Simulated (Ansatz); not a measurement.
# Fe (fcc)

Level of theory: DFT, PBE, scalar-relativistic, collinear spin; plane waves to 420 eV with PAW datasets (Ansatz 0.2.0), Γ-centred 20×20×20 mesh, 0.05 eV Gaussian smearing; PAW files: Ansatz's generated set soft_2.

```cif
data_structure
_symmetry_space_group_name_H-M 'P 1'
_symmetry_Int_Tables_number 1
_cell_length_a 2.5742
_cell_length_b 2.5742
_cell_length_c 2.5742
_cell_angle_alpha 60.000
_cell_angle_beta 60.000
_cell_angle_gamma 60.000
_cell_volume 12.06
loop_
_atom_site_label
_atom_site_type_symbol
_atom_site_fract_x
_atom_site_fract_y
_atom_site_fract_z
_atom_site_occupancy
Fe1 Fe 0.00000 0.00000 0.00000 1
```

At room temperature and ambient pressure Fe is bcc.

The geometry is fixed. Moments are started on Fe in several ways. q is the propagation vector of an order in a doubled cell, in units of this cell's reciprocal vectors; doubled cells take an equivalent mesh or are counted from a ferromagnetic run in the same cell, unless said otherwise. Energies count from the first row, the state in which the cell was relaxed.

The starts:
- ferromagnetic
- no spin polarisation
- antiparallel, q = (0, 0, 1/2)
- antiparallel, q = (0, 1/2, 1/2)
- small parallel moments

Task: Which start ends lowest, and how far above it lies the solution without spin polarisation?

Result: Lowest, alike within 0.5 meV/atom: ferromagnetic; small parallel moments (which grew into the full parallel moments). Without spin polarisation the energy is 208 meV/atom higher.

| start | largest typed moment (μB) | ΔE (meV/atom) | gap on the mesh (eV) | P (GPa) | final spin moments (μB) |
| --- | --- | --- | --- | --- | --- |
| ferromagnetic | 2.92 | 0.0 | metal | 0.0 | Fe 2.65 |
| no spin polarisation | 0.00 | 208.2 | metal | -31.9 | none |
| antiparallel, q = (0, 0, 1/2) | 2.50 | 77.3 | metal | -14.3 | Fe 2.03, -2.03 |
| antiparallel, q = (0, 1/2, 1/2) | 2.50 | 37.8 | metal | -16.5 | Fe 2.25, -1.51 |
| small parallel moments | 0.50 | 0.0 | metal | 0.0 | Fe 2.65 |

These starts ended with a net moment, so they aren't compensated antiferromagnets: antiparallel, q = (0, 1/2, 1/2).

The program noted a lower state or an instability beside: antiparallel, q = (0, 0, 1/2); antiparallel, q = (0, 1/2, 1/2). The lower rows of the table may be what it saw.

The cell was relaxed in the state of the first row, and its shape doesn't suit: antiparallel, q = (0, 0, 1/2) (uneven stress of 2.8 GPa); antiparallel, q = (0, 1/2, 1/2) (uneven stress of 8.2 GPa).

Without spin polarisation the pressure is 31.9 GPa lower than in the lowest state, so the magnetic solution wants the larger cell.

Only orders that fit these small cells were tried.

Site moments are of spin, integrated over atomic spheres.

A lower state of the open shells can't be excluded.
